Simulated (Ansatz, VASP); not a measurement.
Two plane-wave programs on MnS

```xyz
2
Lattice="0.0000 2.6217 2.6217 2.6217 0.0000 2.6217 2.6217 2.6217 0.0000" Properties=species:S:1:pos:R:3 pbc="T T T"
Mn    0.0000    0.0000    0.0000
S     2.6217    2.6217    2.6217
```

Change from the starting cell: volume scaled by 1.02.

Alike in both runs: task single point; functional PBE; k mesh 9 × 9 × 9; occupations fermi-dirac, width 0.05 eV; collinear spin, ferromagnetic start.

```csv
,VASP,Ansatz
version,VASP 6.6.1,Ansatz 0.2.0
potentials or method,"VASP PAW PBE potentials, release 64 (Mn_pv, S)",Ansatz PAW
plane-wave cutoff (eV),520,420
valence electrons in the cell,19,21
```

Ansatz gave:

* gap on the k mesh at the Fermi level (eV): none
* pressure (GPa): -3.9
* net moment per atom (μB): 2.38
* size of the moment on the site where the two differ most (μB): 0.15

Question: Estimate VASP's values.

Answer: gap on the k mesh at the Fermi level (eV): none; pressure (GPa): -3.9; net moment per atom (μB): 2.38; size of the moment on the site where the two differ most (μB): 0.11.

Site moments also hang on the region over which each program counts them. A gap of «none» marks a metal or a gap that the smearing closes. The two sets of potentials don't hold the same shells in valence.

Caveats: a cell with one magnetic atom can't hold antiferromagnetic order, which such compounds often take; semilocal functionals often make such compounds metallic where correlation or magnetic order opens a gap, which also shifts bond lengths.
